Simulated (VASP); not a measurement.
# Si (P6_3/mmc) in VASP: notebook

One crystal, Si, is run at these levels: PBE; tasks: single point.

Program: VASP 6.6.1. These are calculated values, not measurements. Logs are shortened: lines on timing, memory, paths and dates and some standing lists are left out, and cuts for length are marked.

### Step 1. Starting point

It takes space group P6_3/mmc (No. 194, hexagonal). Conventional cell: a = 3.831 Å, b = 3.831 Å, c = 6.333 Å, α = 90.00°, β = 90.00°, γ = 120.00°. Si (site symmetry 3m) is surrounded by 4 Si at 2.35 to 2.37 Å.

This isn't the form of Si at room conditions, which is diamond.

### Step 2. Single point, PBE

Input file INCAR:

```
PREC = Accurate
ENCUT = 520
EDIFF = 1E-6
ISMEAR = 0
SIGMA = 0.05
LREAL = F
LASPH = T
NELM = 100
ALGO = Normal
ISIF = 2
LWAVE = F
LCHARG = F
GGA = PE
NBANDS = 16
ADDGRID = F
```

Input file KPOINTS:

```
Automatic mesh
0
Gamma
  4 4 2
```

Input file POSCAR:

```
Si
1.0
    3.8313174605      0.0000000000      0.0000000000
   -1.9156587303      3.3180182508      0.0000000000
    0.0000000000      0.0000000000      6.3326220002
Si
4
Direct
    0.6655130000      0.3227030000      0.9380340000
    0.3547120000      0.6831860000      0.4293900000
    0.6599490000      0.3251260000      0.5656880000
    0.3139780000      0.6447660000      0.0617650000
```

Potentials or basis: VASP PAW PBE potentials, release 64 (Si).

Started as:

```bash
$ cat potpaw_PBE.64/Si/POTCAR > POTCAR
$ mpirun -np 1 vasp_std > vasp.out
```

OUTCAR:

```text
PREC = Accurate
   ENCUT = 520
   EDIFF = 1E-6
   ISMEAR = 0
   LREAL = F
   LASPH = T
   NELM = 100
   ISIF = 2
   GGA = PE

 Found     20 irreducible k-points:

 Following reciprocal coordinates:
            Coordinates               Weight
  0.000000  0.000000  0.000000      1.000000
  0.250000  0.000000  0.000000      2.000000
  0.000000  0.250000  0.000000      2.000000
 -0.250000  0.250000  0.000000      2.000000
  0.500000  0.000000  0.000000      1.000000
  0.000000  0.500000  0.000000      1.000000
   k-points           NKPTS =     20   k-points in BZ     NKDIM =     20   number of bands    NBANDS=     16
   number of dos      NEDOS =    301   number of ions     NIONS =      4
   total plane-waves  NPLWV =  37632
   dimension x,y,z NGX =    28 NGY =   28 NGZ =   48
   dimension x,y,z NGXF=    56 NGYF=   56 NGZF=   96
   ions per type =               4
   NGX,Y,Z   is equivalent  to a cutoff of  12.15, 12.15, 12.60 a.u.
   NGXF,Y,Z  is equivalent  to a cutoff of  24.30, 24.30, 25.20 a.u.
 SYSTEM =  unknown system
   PREC   = accura    normal or accurate (medium, high low for compatibility)
   ISTART =      0    job   : 0-new  1-cont  2-samecut
   ICHARG =      2    charge: 1-file 2-atom 10-const
   ISPIN  =      1    spin polarized calculation?
   LNONCOLLINEAR =      F non collinear calculations
   LSORBIT =      F    spin-orbit coupling
   LASPH  =      T    aspherical Exc in radial PAW
   ENCUT  =  520.0 eV  38.22 Ry    6.18 a.u.   7.12  7.12 11.77*2*pi/ulx,y,z
   NELM   =    100;   NELMIN=  2; NELMDL= -5     # of ELM steps
   EDIFF  = 0.1E-05   stopping-criterion for ELM
   LREAL  =      F    real-space projection
   EDIFFG = 0.1E-04   stopping-criterion for IOM
   NSW    =      0    number of steps for IOM
   IBRION =     -1    ionic relax: 0-MD 1-quasi-New 2-CG
   NFREE  =      0    steps in history (QN), initial steepest desc. (CG)
   ISIF   =      2    stress and relaxation
   ISYM   =      2    0-nonsym 1-usesym 2-fastsym
   POTIM  = 0.5000    time-step for ionic-motion
   TEBEG  =    0.0;   TEEND  =   0.0 temperature during run
   PSTRESS=    0.0 pullay stress
   NELECT =      16.0000    total number of electrons
   NUPDOWN=      -1.0000    fix difference up-down
   EMIN   =  10.00;   EMAX   =-10.00  energy-range for DOS
   EFERMI =   0.00;   METHOD = LEGACY
   ISMEAR =     0;   SIGMA  =   0.05  broadening in eV -4-tet -1-fermi 0-gaus
   EFERMI_NEDOS =   21; number of points for ismear=-14 and -15
   IALGO  =     38    algorithm
   IMIX   =      4    mixing-type and parameters
     AMIX     =   0.40;   BMIX     =  1.00
     AMIX_MAG =   1.60;   BMIX_MAG =  1.00
  volume/ion in A,a.u.               =      20.13       135.81
  Fermi-wavevector in a.u.,A,eV,Ry     =   0.955384  1.805414 12.418837  0.912759
  Thomas-Fermi vector in A             =   2.084217
   LORBIT       =      0    0 simple, 1 ext, 2 COOP (PROOUT), +10 PAW based schemes
   GGA     = PE    functional components
   LHFCALC =     F    Hartree Fock is set to
   AEXX    =    0.0000 exact exchange contribution
   IVDW    =     0    specifies the selected vdW correction
   LEPSILON=     F    determine dielectric tensor
   LRPA    =     F    only Hartree local field effects (RPA)
 non-spin polarized calculation
 Gauss-broadening in eV      SIGMA  =   0.05
  energy-cutoff  :      520.00
  volume of cell :       80.50
 maximum number of plane-waves:      2200
   NGX = 15   NGY = 15   NGZ = 23

 number of electron      16.0000000 magnetization

 Free energy of the ion-electron system (eV)
  ---------------------------------------------------
  ext. energy  EPLUGINS =         0.00000000
  ---------------------------------------------------
  free energy    TOTEN  =       -21.35356467 eV

  energy without entropy =      -21.35269478  energy(sigma->0) =      -21.35312972

 E-fermi :   6.3987     XC(G=0):  -9.3745

 val. band max:        6.3540468922   @ k =   0.0000   0.0000   0.0000
 cond. band min:       6.4517966622   @ k =   0.5000   0.5000   0.0000
 fundamental gap:      0.0977497699
 Fermi energy:         6.3987088677

 k-point     1 :       0.0000    0.0000    0.0000
  band No.  band energies     occupation
      1      -6.1573      2.00000
      2      -3.8161      2.00000
      3      -1.2736      2.00000
      4       4.4808      2.00000
      5       4.5397      2.00000
      6       5.4999      2.00000
      7       6.0809      2.00000
      8       6.3540      1.79349
      9       7.1031      0.00000
     10       7.9262      0.00000
     11       8.0299      0.00000
     12       8.4514      0.00000
     13       9.5484      0.00000
     14      10.1849      0.00000
     15      10.3702      0.00000
     16      11.9111      0.00000

 k-point     2 :       0.2500    0.0000    0.0000
  band No.  band energies     occupation
      1      -5.4480      2.00000
      2      -3.0957      2.00000
      3      -1.0792      2.00000
      4       1.6156      2.00000
      5       3.0244      2.00000
      6       3.5961      2.00000
      7       4.5531      2.00000
      8       5.2125      2.00000
      9       7.0594      0.00000
     10       9.0131      0.00000
     11       9.0647      0.00000
     12       9.2084      0.00000
     13       9.5415      0.00000
     14      11.2108      0.00000
     15      12.0001      0.00000
     16      12.6930      0.00000

 k-point     3 :       0.0000    0.2500    0.0000
  band No.  band energies     occupation
      1      -5.4429      2.00000
      2      -3.0829      2.00000
      3      -1.0943      2.00000
      4       1.6211      2.00000
      5       2.8605      2.00000
      6       3.6422      2.00000
      7       4.5171      2.00000
      8       5.3467      2.00000
      9       7.1041      0.00000
     10       8.9323      0.00000
     11       9.1071      0.00000
     12       9.2926      0.00000
     13       9.6601      0.00000
     14      11.1744      0.00000
     15      12.0888      0.00000
     16      12.4995      0.00000

 k-point     4 :      -0.2500    0.2500    0.0000
  band No.  band energies     occupation
      1      -5.4482      2.00000
      2      -3.0883      2.00000
      3      -1.0863      2.00000
      4       1.6455      2.00000
      5       2.9002      2.00000
      6       3.6614      2.00000
      7       4.5090      2.00000
      8       5.3012      2.00000
      9       7.0583      0.00000
     10       8.8407      0.00000
     11       9.0667      0.00000
     12       9.3713      0.00000
     13       9.5757      0.00000
     14      11.2179      0.00000
     15      12.0653      0.00000
     16      12.5761      0.00000

 k-point     5 :       0.5000    0.0000    0.0000
  band No.  band energies     occupation
      1      -4.0051      2.00000
      2      -2.4217      2.00000
      3      -1.5640      2.00000
      4       0.2052      2.00000
      5       1.3349      2.00000
      6       2.9892      2.00000
      7       3.0304      2.00000
      8       4.6467      2.00000
      9       6.4639      0.06529
     10       8.3841      0.00000
     11       8.8607      0.00000
     12       9.0515      0.00000
     13      10.5077      0.00000
     14      12.1676      0.00000
     15      12.4871      0.00000
     16      14.2405      0.00000

 k-point     6 :       0.0000    0.5000    0.0000
  band No.  band energies     occupation
      1      -3.9537      2.00000
      2      -2.4975      2.00000
      3      -1.4581      2.00000
      4       0.0294      2.00000
      5       1.3536      2.00000
      6       2.9236      2.00000
      7       3.0277      2.00000
      8       4.7485      2.00000
      9       6.4925      0.00800
     10       8.4580      0.00000
     11       8.9874      0.00000
     12       9.0588      0.00000
     13      10.6020      0.00000
     14      12.0669      0.00000
     15      12.3611      0.00000
     16      14.2064      0.00000

 [... further k-points ...]

------------------------ aborting loop because EDIFF is reached ----------------------------------------

  FORCE on cell =-STRESS in cart. coord.  units (eV):
  Direction    XX          YY          ZZ          XY          YZ          ZX
  --------------------------------------------------------------------------------------
  -------------------------------------------------------------------------------------
  Total        0.7213997      1.2873547      0.9511488      0.0558899      0.8977393      0.7273901
  in kB       14.3574090     25.6211324     18.9299119      1.1123297     17.8669473     14.4766305
  external PRESSURE =      19.6361511 kB  Pullay stress =       0.0000000 kB

 VOLUME and BASIS-vectors are now :
 -----------------------------------------------------------------------------
  energy-cutoff  :      520.00
  volume of cell :       80.50
      direct lattice vectors                 reciprocal lattice vectors
     3.831317461  0.000000000  0.000000000     0.261006823  0.150692360  0.000000000
    -1.915658730  3.318018251  0.000000000     0.000000000  0.301384720  0.000000000
     0.000000000  0.000000000  6.332622000     0.000000000  0.000000000  0.157912473

 POSITION                                       TOTAL-FORCE (eV/Angst)
 -----------------------------------------------------------------------------------
      1.93160      1.07073      5.94021        -0.709109     -0.529991     -0.042758
      0.05026      2.26682      2.71916        -0.601778     -1.029010      0.733769
      1.90564      1.07877      3.58229         0.592077      0.994424     -0.481686
     -0.03220      2.13935      0.39113         0.718810      0.564576     -0.209325
 -----------------------------------------------------------------------------------
    total drift:                                0.000018     -0.000055      0.000010

  FREE ENERGIE OF THE ION-ELECTRON SYSTEM (eV)
  ---------------------------------------------------
  free  energy   TOTEN  =       -21.3535646725 eV

  energy  without entropy=      -21.3526947769  energy(sigma->0) =      -21.35312972
```

Run time: 17 s. Hardware: 1 thread of AMD EPYC 7R13 (Zen 3), shared host; peak memory 0.15 GiB.

The run converged, but some of its settings lie outside the range that counts as converged, so its numbers aren't taken as properties of the crystal.

Results:

- Free energy: -21.3536 eV
- Pressure: 2.0 GPa
- Largest force: 1.400 eV/Å
- Band gap on the k mesh: 0.10 eV, indirect (least direct gap 0.75 eV)

Caveat: the k mesh is coarse (spacing up to 0.50 Å⁻¹), so the values aren't converged.

### Step 3. Single point, PBE

INCAR: that of step 2 with these lines changed.

```diff
@@ -1,3 +1,3 @@
 PREC = Accurate
-ENCUT = 520
+ENCUT = 280
 EDIFF = 1E-6
```

Input file KPOINTS:

```
Automatic mesh
0
Gamma
  6 6 3
```

Input file POSCAR:

```
Si
1.0
    3.8313174605      0.0000000000      0.0000000000
   -1.9156587303      3.3180182508      0.0000000000
    0.0000000000      0.0000000000      6.3326220002
Si
4
Direct
    0.6666666667      0.3333333333      0.9369905000
    0.3333333333      0.6666666667      0.4369905000
    0.6666666667      0.3333333333      0.5630095000
    0.3333333333      0.6666666667      0.0630095000
```

Potentials or basis: VASP PAW PBE potentials, release 64 (Si).

Started as:

```bash
$ cat potpaw_PBE.64/Si/POTCAR > POTCAR
$ mpirun -np 1 vasp_std > vasp.out
```

Wall time 6.9 s (1 thread of AMD EPYC 7R13 (Zen 3), shared host); peak memory 0.11 GiB.

These settings aren't checked as converged: the numbers below hold their error.

Results:

```yaml
Free_energy: -21.5929 eV
Largest_force: 0.011 eV/Å
Band_gap_on_the_k_mesh: 0.42 eV, indirect (least direct gap 1.03 eV)
```

Caveat: the cutoff is under 1.25 times the usual one of these potentials, so pressure, stress and relaxed cells hold a basis-set (Pulay) error; an odd mesh through Γ misses points on the zone boundary, where band edges often lie.
